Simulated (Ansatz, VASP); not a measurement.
## One calculation of GaN, two programs

Contents of INCAR:

```
  ALGO = Normal
  EDIFF = 1E-7
  ENCUT = 520
  GGA = PE
  ISIF = 2
  ISMEAR = 0
  LASPH = True
  LCHARG = False
  LREAL = False
  LWAVE = False
  NBANDS = 16
  NELM = 60
  PREC = Accurate
  SIGMA = 0.02
```

The input KPOINTS:

```
k-points
0
Gamma
  10 10 10
```

File POSCAR:

```
GaN
1.0
    0.0000000000      2.2742384991      2.2742384991
    2.2742384991      0.0000000000      2.2742384991
    2.2742384991      2.2742384991      0.0000000000
Ga N
1 1
Direct
    0.0000000000      0.0000000000      0.0000000000
    0.7500000000      0.7500000000      0.7500000000
```

Input for Ansatz:

```yaml
crystal:
  lattice:
    - [0.0, 2.2742384991, 2.2742384991]
    - [2.2742384991, 0.0, 2.2742384991]
    - [2.2742384991, 2.2742384991, 0.0]
  atoms:
    - { symbol: Ga, position: [0.0, 0.0, 0.0] }
    - { symbol: "N", position: [0.75, 0.75, 0.75] }
basis:
  ecutwfc: 420
kpoints:
  mp_grid: { grid: [10, 10, 10] }
  band_path:
    path:
      - [[0.0, 0.0, 0.0], [-0.5, -0.5, 0.0], [-0.375, -0.375, 0.25]]
      - [[-0.375, 0.0, 0.375], [0.0, 0.0, 0.0], [0.0, 0.0, 0.5], [-0.5, -0.25, 0.25], [-0.5, -0.5, 0.0]]
    npoints: 14
hamiltonian:
  xc: pbe
scf:
  occupations: { method: gaussian, width: 0.02 }
  n_extra_bands: 6
output:
  forces: true
  stress: true
  eigenvalues: true
  populations: true
  dos: { projected: true, de: 0.02, nscf_kmesh: { grid: [15, 15, 15] } }
  bader: true
```

The cell is a database's computed one.

Alike in both runs: task single point; functional PBE; k mesh 10 × 10 × 10; occupations gaussian, width 0.02 eV; no spin polarisation.

|  | VASP | Ansatz |
| --- | --- | --- |
| version | VASP 6.6.1 | Ansatz 0.2.0 |
| potentials or method | VASP PAW PBE potentials, release 64 (Ga_d, N) | scalar-relativistic, plane waves, PAW |
| plane-wave cutoff (eV) | 520 | 420 |
| valence electrons in the cell | 18 | 18 |

Ansatz gave:

```
gap on the k mesh at the Fermi level (eV) : 1.54
least direct gap on the mesh (eV)         : 1.54
pressure (GPa)                            : 0.0
```

Q: Estimate VASP's values.

A: gap on the k mesh at the Fermi level (eV): 1.55; least direct gap on the mesh (eV): 1.55; pressure (GPa): 0.1.

PBE gaps usually lie below the measured ones, often by a third to a half.
